**How far a volume change moves the gap of a III-V crystal**

Stretch a crystal of GaAs or InP by one per cent in volume and its computed band gap shrinks by 60 to 80 meV. In BN, BP, BAs, AlN and GaP the same stretch moves the gap by only 8 to 15 meV, and not always downwards. A volume 6 % larger leaves GaAs with only about half its gap, while AlN keeps nearly all of its own. On which side does zincblende GaN fall, and how large are its gap and its stiffness?

Zincblende III-V crystals (space group F-43m), each relaxed with its symmetry kept, computed with Ansatz 0.2.0 using r2SCAN, plane-wave PAW, scalar-relativistic, without spin polarisation. The cutoff is 500 eV, with Γ-centred k meshes and Gaussian smearing of 0.02 eV. The gap slope is d(gap on mesh)/d ln V at the middle of the volume scan.

| formula | element on site A | Z A | element on site B | Z B | difference of Pauling electronegativities | volume per atom (Å³) | shortest distance (Å) | k mesh | band gap on mesh (eV) | gap slope (eV) | bulk modulus (GPa) |
| --- | --- | --- | --- | --- | --- | --- | --- | --- | --- | --- | --- |
| BN | B | 5 | N | 7 | 1 | 5.88 | 1.563 | 12×12×12 | 5.003 | -1.302 | 392 |
| BP | B | 5 | P | 15 | 0.15 | 11.67 | 1.964 | 10×10×10 | 1.415 | 1.333 | 169 |
| BAs | B | 5 | As | 33 | 0.14 | 13.68 | 2.071 | 10×10×10 | 1.375 | 1.033 | 141 |
| AlN | Al | 13 | N | 7 | 1.43 | 10.43 | 1.892 | 10×10×10 | 3.941 | -0.833 | 210 |
| GaN | Ga | 31 | N | 7 | ? | 11.37 | 1.948 | 10×10×10 | ? | ? | ? |
| GaP | Ga | 31 | P | 15 | 0.38 | 20.24 | 2.360 | 8×8×8 | 1.894 | 1.549 | 87.8 |
| GaAs | Ga | 31 | As | 33 | 0.37 | 22.74 | 2.454 | 8×8×8 | 0.961 | -8.045 | 72.4 |
| InP | In | 49 | P | 15 | 0.41 | 25.77 | 2.558 | 8×8×8 | 1.028 | -5.831 | 68.3 |

The gap slope is the change of the gap with the natural logarithm of the volume. Divided by 100, it gives the shift for one per cent more volume. A negative sign means that expansion closes the gap and compression opens it.

**What sets the size of the slope**

In every known row the valence band has its top at Γ, the point where the wave repeats with the same phase in each cell. The rows differ in where the conduction band has its bottom. In GaAs and InP it also lies at Γ, so the gap is direct. In the other five it lies at or near X, where the phase alternates from cell to cell, and the gap is indirect.

In GaAs and InP the lowest conduction state at Γ is built from s orbitals on both kinds of atom, with opposite signs on neighbours. It is antibonding towards all four neighbours at once. Shorter bonds make this coupling stronger and push the state up, while the valence top, made mostly of p orbitals of the anion, follows much less. Compression therefore opens a direct gap strongly, and expansion closes it.

At X, two of the four neighbours enter with one sign and two with the other, so the coupling between s orbitals cancels by symmetry. That cancellation is exact only at X itself, and it does not explain the small slope by itself. Coupling between s and p orbitals remains, and in a picture with s and p orbitals alone it would be expected to push the state at X up under compression almost as strongly as the one at Γ. The usual account adds higher, d-like states that press the edge at X down as the crystal is compressed and roughly balance this push. The rows show that the net slope is small, but they do not test that account. The table shows both signs, negative for BN and AlN and positive for BP, BAs and GaP, but it does not show why they divide this way. In BP, BAs and GaP the conduction minimum lies between Γ and X, where the k mesh can miss its exact place. Their listed gaps are therefore upper bounds for this level of theory, and their small slopes are a little uncertain. In GaP the lowest sampled point even shifts from X to its neighbour on the mesh during the volume scan, so its listed slope mixes two points: about 2.2 eV while the edge is at X under compression, and about 1.4 eV after it has moved.

GaP and GaAs make the cleanest comparison. They have similar volumes per atom and nearly the same difference of electronegativities, yet their slopes are +1.5 and −8.0 eV. What separates them is the position of the conduction edge. The orbital picture is standard theory; the link between edge and size of slope can be read from the rows, though only two of them are direct.

**Where the edge of GaN should lie**

AlN is the natural starting point, because it shares the anion and has a volume only slightly smaller. Its gap is indirect, but the same calculations also give its smallest direct gap, taken here to be the one at Γ. In AlN compressed by 3 %, that gap is 5.13 eV, which puts the conduction state at Γ 1.2 eV above the one at X. To become direct, GaN has to make up this difference.

Two changes help it. The volume is larger, which lowers the state at Γ. Gallium also binds its outer s electron more tightly than aluminium does, because its filled 3d shell screens the nucleus poorly. In the free atoms the difference is roughly 1.4 eV, a recalled value, and the estimate passes all of it on to the state at Γ and none to the state at X. Since the state at Γ is shared with the s orbital of nitrogen, passing on the whole difference is expected to overstate this step.

The estimate in full runs as follows. From compressed AlN, at 0.97 × 10.43 = 10.12 Å³ per atom, to GaN at 11.37 Å³, the logarithm of the volume grows by 0.117. With the mean slope of GaAs and InP, the gap changes by −6.94 × 0.117 = −0.81 eV. The deeper s level takes off another 1.4 eV:

5.13 − 0.81 − 1.4 ≈ 2.9 eV

One effect is still absent. The 3d electrons of gallium push the nitrogen p states at the valence top upwards, which narrows the gap. The direction is well established, but the size used here, 0.5 eV, is a guess. It brings the forecast to 2.4 eV, about 1 eV below the corresponding estimate for X.

**Stiffness, and the forecast**

The bulk modulus is the volume times the curvature of the energy with respect to volume, so modulus times volume is itself an energy. If this energy is broadly similar across these crystals, the modulus should fall roughly in inverse proportion to the volume. The known rows bear this out: modulus times volume per atom stays between 10 and 14 eV, while the modulus itself falls nearly sixfold from BN to InP. A power law in the volume, fitted to the seven known rows, gives the value for GaN. Its exponent is −1.22, so the modulus falls somewhat faster than in inverse proportion.

Dividing the slope by the modulus, with the sign reversed, gives the response to pressure: 6.94 eV / 178 GPa ≈ 39 meV/GPa. The forecasts for GaN are:

- The lowest conduction edge is at Γ, unlike in AlN.
- The gap is 2.4 eV, with a range of 1.7 to 3.1 eV.
- The gap slope is −6.9 eV, with a range of −8.9 to −4.9 eV.
- The bulk modulus is 178 ± 18 GPa, where the margin is twice the leave-one-out error of the fit.
- The gap rises under pressure by 39 ± 12 meV/GPa.

The ranges for gap and slope are judgements, since two direct rows are too few for a statistical error.

The withheld rows as computed:

| formula | element on site A | Z A | element on site B | Z B | difference of Pauling electronegativities | volume per atom (Å³) | shortest distance (Å) | k mesh | band gap on mesh (eV) | gap slope (eV) | bulk modulus (GPa) |
| --- | --- | --- | --- | --- | --- | --- | --- | --- | --- | --- | --- |
| GaN | Ga | 31 | N | 7 | 1.23 | 11.37 | 1.948 | 10×10×10 | 2.168 | -6.709 | 196 |

**What came out**

The slope is −6.7 eV, close to the forecast and more than four times as large as that of any indirect row. The conduction edge lies at Γ, as forecast: the run has both band edges there, and the conduction state at X is 1.6 eV higher.

The gap is 2.17 eV, so the forecast was 0.25 eV too high but well inside its range. Without the guessed push from the 3d electrons, the miss would have been 0.75 eV. That alone does not confirm the push, because an error in the s-level step, or in the volume step with its slope borrowed from GaAs and InP, would look the same.

The gap to X offers a second test, since the s-level step was not applied there. It comes out at 3.77 eV. The estimate was 3.37 eV with the push and would have been 3.87 eV without it, so here the guess made matters worse. Unless gallium also raises the state at X, the push is smaller than 0.5 eV, and the fair result at Γ owes something to errors that cancel.

Measured against its own range, the bulk modulus is the weakest of the forecasts. GaN comes out at 196 GPa, and the forecast is 9 % below that, a narrow miss: the unrounded result of 196.47 GPa lies just above the top of the range at 196.14 GPa. With the result in view, a pattern appears: the three nitrides have the largest products of modulus and volume, near 14 eV, while the phosphides and arsenides lie between 10.3 and 12.3 eV. A law in volume alone cannot tell GaN from BP, which has almost the same volume and a modulus of only 169 GPa.

Under pressure, the gap of GaN rises by 34 meV/GPa, against 111 meV/GPa in GaAs. The slopes of the two crystals differ by less than a fifth, so most of this contrast comes from stiffness. GaN responds to a given volume change almost as strongly as GaAs does, but the same pressure changes its volume far less. The output printed below gives both responses for every row.

**Using the numbers**

First ask whether the gap is direct. If it is, the three direct rows suggest a shift of 60 to 80 meV for each per cent of volume, with expansion closing the gap, though other direct crystals may fall outside this range. Then ask whether the process fixes the stress or the strain. Under a fixed stress the stiff nitride is well protected, but when a substrate imposes the strain, most of that advantage is gone.

In a strained layer, as long as the strains are small, the relative volume change is their sum along three perpendicular directions. A layer squeezed in its plane usually expands along its normal and recovers part of the volume. The remaining change of shape splits the valence top, and the gap slope does not contain that splitting.

Do not carry a slope across a change of edge. GaP has a positive slope near its relaxed volume, but between 3 % and 6 % expansion its gap drops from 1.94 to 1.85 eV. The sudden drop implies that another conduction valley has taken over, though its position is not listed, and a straight line from the relaxed crystal would miss even the direction.

The shifts can be expected to be more reliable than the absolute gaps. The computed gap of GaAs is 0.96 eV, while the measured one is recalled as roughly 1.4 eV at room temperature and somewhat higher at zero temperature, to which the calculation refers. Spin-orbit coupling, which is absent here, would lower the computed value further, so the shortfall lies mainly with the density functional. For an emission energy, start from a measured gap and add the computed shift; the table has no measured slopes against which to check that shift. For GaN, note also that most devices use the wurtzite form, whereas these numbers belong to zincblende.

Printed output of the fit:

```
Derived quantities:
   row  gap change for 1 percent more volume in meV  gap change under pressure in meV per GPa  bulk modulus times volume per atom in eV
    BN                                       -13.02                                     3.321                                     14.39
    BP                                        13.33                                    -7.888                                     12.31
   BAs                                        10.33                                    -7.326                                     12.04
   AlN                                        -8.33                                     3.967                                     13.67
   GaN                                       -67.09                                     34.23                                     13.91
   GaP                                        15.49                                    -17.64                                     11.09
  GaAs                                       -80.45                                     111.1                                     10.28
   InP                                       -58.31                                     85.37                                     10.99
Smallest direct slope over largest indirect slope, in size: 3.764
GaP, the valley that takes over falls at least this steeply (eV per ln V): -2.972
AlN slightly compressed, direct gap (eV): 5.128
AlN slightly compressed, direct gap less gap to X (eV): 1.162
Step from AlN to GaN by volume (eV): -0.8098
Step from AlN to GaN by the s level of the metal (eV): -1.4
GaN gap at Gamma before the d repulsion (eV): 2.918
GaN gap, forecast, range plus or minus 0.7 (eV): 2.418
GaN gap to X, estimate (eV): 3.369
GaN gap, computed (eV): 2.168
GaN gap, forecast less computed (eV): 0.2499
GaN slope, forecast, range plus or minus 2.0 (eV): -6.938
GaN slope, computed (eV): -6.709
GaN slope, forecast less computed (eV): -0.229
fit of log(bulk_modulus) on 7 rows: constant 8.153 +/- 0.089, coefficient of log(volume_per_atom) -1.222 +/- 0.033; rms 0.0355, worst AlN -0.0593, leave-one-out rms 0.0506
  rows outside the fit (model, value, miss): GaN 5.182, 5.278, -0.0957
GaN bulk modulus, forecast (GPa): 178.1
GaN bulk modulus, half-width of the range (GPa): 18.04
GaN bulk modulus, computed (GPa): 196
GaN bulk modulus, forecast less computed (GPa): -17.89
GaN gap under pressure, forecast, range plus or minus 12 (meV per GPa): 38.95
GaN gap under pressure, forecast less computed (meV per GPa): 4.725
```
